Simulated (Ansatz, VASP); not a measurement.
## One calculation of S, two programs

```
S
1.0
     4.15722    0.00000    0.00000
     0.00000    4.15722    0.00000
     0.00000    0.00000    4.71696
S
3
Direct
  0.50000 0.50000 0.75806
  0.00000 0.50000 0.94802
  0.50000 0.00000 0.94802
```

Alike in both runs: functional PBE; k mesh 12 × 12 × 10; occupations gaussian, width 0.1 eV; no spin polarisation.

Ansatz relaxed the structure, and its values are those at the end. VASP's run is a single point on that final structure, the one shown.

|  | VASP | Ansatz |
| --- | --- | --- |
| version | VASP 6.6.1 | Ansatz 0.2.0 |
| potentials or method | VASP PAW PBE potentials, release 64 (S) | scalar-relativistic, plane waves, PAW |
| plane-wave cutoff (eV) | 520 | 420 |
| valence electrons in the cell | 18 | 18 |

|  | VASP | Ansatz | Ansatz less VASP |
| --- | --- | --- | --- |
| gap on the k mesh at the Fermi level (eV) | none | none | - |
| pressure (GPa) | -0.2 | 0.0 | +0.21 |
| rms of the force components (eV/Å) | 0.026 | 0.001 | -0.0248 |

A gap of «none» marks a metal or a gap that the smearing closes. The functional is the same, so the differences come from potentials, cutoffs and numerics.

Caveats: this functional lacks dispersion, which binds the layers, so the pressure and a relaxed spacing across them are unreliable.
